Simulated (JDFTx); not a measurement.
MnS:

```
Mn S
1.0
     0.00000    2.60450    2.60450
     2.60450    0.00000    2.60450
     2.60450    2.60450    0.00000
Mn S
1 1
Direct
  0.00000 0.00000 0.00000
  0.50000 0.50000 0.50000
```

Base run:

* Program: JDFTx 1.7.0 (patched build)
* Functional: PBEsol
* Potentials or basis: PseudoDojo-SR-PBEsol-0.4.1-standard with smoothed tails
* Cutoff: 1306 eV
* Density cutoff: 10449 eV
* k mesh: 9 × 9 × 9
* Occupations: fermi-dirac, width 0.05 eV
* Spin: collinear spin, ferromagnetic start
* Starting moments: [4.0, 0.0] μB

Its results: band gap on the k mesh none (metal or under the smearing width); pressure -6.7 GPa; net moment 4.72 μB per cell; site moments Mn +4.47; S +0.21 μB.

Task: The run is repeated on the same cell with these changes: functional from PBEsol to LDA; potentials or basis from PseudoDojo-SR-PBEsol-0.4.1-standard with smoothed tails to PseudoDojo-SR-LDA-0.4.1-standard with smoothed tails. What comes out?

Result: Band gap on the k mesh none (metal or under the smearing width); pressure -11.2 GPa; net moment 4.60 μB per cell; site moments Mn +4.36; S +0.21 μB.

Caveats: a cell with one magnetic atom can't hold antiferromagnetic order, which such compounds often take; semilocal functionals often make such compounds metallic where correlation or magnetic order opens a gap, which also shifts bond lengths.
